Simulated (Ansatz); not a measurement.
## SiO₂, space group P4_2/mnm: cell relaxations under several functionals, step by step

Program: the Python package of Ansatz (0.2.0).

Notebook, run cell by cell (the value of a cell's last expression is shown):

In [1]:
```python
import ansatz as az
import numpy as np
```

In [2]:
```python
def edges_and_angles(cell):
    cell = np.asarray(cell)
    a, b, c = np.linalg.norm(cell, axis=1)
    cosines = cell[1] @ cell[2] / (b * c), cell[0] @ cell[2] / (a * c), cell[0] @ cell[1] / (a * b)
    return (a, b, c, *np.degrees(np.arccos(cosines)))
```

In [3]:
```python
structure = (
    az.Lattice.from_parameters(4.1773, 4.1773, 2.6652, alpha=90, beta=90, gamma=90)
    .space_group(136, hermann_mauguin="P42/mnm")
    .atom("Si", [0.0, 0.0, 0.0])
    .atom("O", [0.3059, 0.3059, 0.0])
)
```

In [4]:
```python
setup = (
    structure.calculation()
    .kpoints(6, 6, 8)
    .occupations("Fermi-Dirac", width=20 * az.meV)
    .relax(cell=True)
)
```

In [5]:
```python
levels = [("r2scan", "d4"), ("pbe", "none"), ("r2scan", "rvv10"), ("pbesol", "none")]
print("level            a       b       c    alpha   beta  gamma  V/atom  steps")
for name, dispersion in levels:
    seen = []
    run = setup.functional(name, dispersion=dispersion).session().plan()
    done = run.execute(on_event=lambda e: seen.append(e) if e["event"] == "relax_step" else None)
    cell = done.lattice.cell_ang
    label = name if dispersion == "none" else f"{name}+{dispersion}"
    print("{:13s} {:7.4f} {:7.4f} {:7.4f} {:6.2f} {:6.2f} {:6.2f}".format(label, *edges_and_angles(cell)), f"{abs(np.linalg.det(cell)) / len(done.lattice.sites):7.3f} {len(seen):5d}")
```
```text
level            a       b       c    alpha   beta  gamma  V/atom  steps
DeckWarning: basis.ecutwfc = 500 eV, auto-derived from the records' recommended cutoffs: set by Si (their level for a meta-GGA)
r2scan+d4      4.1749  4.1749  2.6654  90.00  90.00  90.00   7.743     4
DeckWarning: basis.ecutwfc = 420 eV, auto-derived from the records' recommended cutoffs: set by Si (normal level)
pbe            4.2358  4.2358  2.6905  90.00  90.00  90.00   8.045     9
r2scan+rvv10   4.1762  4.1762  2.6681  90.00  90.00  90.00   7.756     4
pbesol         4.1944  4.1944  2.6785  90.00  90.00  90.00   7.854     8
```

From smallest to largest: r2SCAN+D4 (7.74 Å³ an atom, -0.1 % against the start), r2SCAN+RVV10 (7.76 Å³ an atom, +0.1 % against the start), PBEsol (7.85 Å³ an atom, +1.3 % against the start) and PBE (8.05 Å³ an atom, +3.8 % against the start). The spread is 3.9 % in volume.

Reading the output:
- This is a high-temperature or high-pressure form, not the ambient phase.
- The structure is a deposited one; some such entries were measured under pressure or heat, so a shift against it needn't be the functional's error alone.
- Warnings are shown shortened and without file and line.
- Processor time in the engine: 66 s on 1 thread of Intel(R) Xeon(R) Processor @ 2.30GHz (shared host), peak memory 0.72 GiB.
